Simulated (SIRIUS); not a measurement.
Runs of SIRIUS 7.12.0 on Ir. The structure is cubic, space group Fm-3m (No. 225). The conventional cell has a = 3.831 Å, b = 3.831 Å, c = 3.831 Å, α = 90.00°, β = 90.00°, γ = 90.00°. Around Ir (site symmetry m-3m) lie 12 Ir at 2.71 Å. 

```csv
task,level,potentials or basis,spin,cutoff (eV),muffin tin radii,basis cutoff (gk_cutoff),valence relativity,local orbitals (radial functions),reference energy of the basis,V0 of scaled cells (Å³/atom),B0 (GPa)
equation of state,PBE+D3,"all-electron FP-LAPW, apw+lo standard",off,190,Ir 2.46 bohr,3.74 1/bohr,iora,-,-,(b),377
equation of state,PBE+D4,"all-electron FP-LAPW, apw+lo standard",off,190,Ir 2.46 bohr,3.74 1/bohr,iora,-,-,(c),379
equation of state,PBE+D3(BJ),"all-electron FP-LAPW, apw+lo standard",off,190,Ir 2.46 bohr,3.74 1/bohr,iora,-,-,14.14,(a)
equation of state,PBE,"all-electron FP-LAPW, apw+lo standard",off,190,Ir 2.46 bohr,3.74 1/bohr,iora,-,-,14.48,348
```

Alike in all rows: cell as given; k mesh 12 × 12 × 12; smearing fermi-dirac 0.05 eV.

Estimate the missing entries.

(a) 374; (b) 14.09; (c) 14.11.

Not every run made on this cell is shown here.
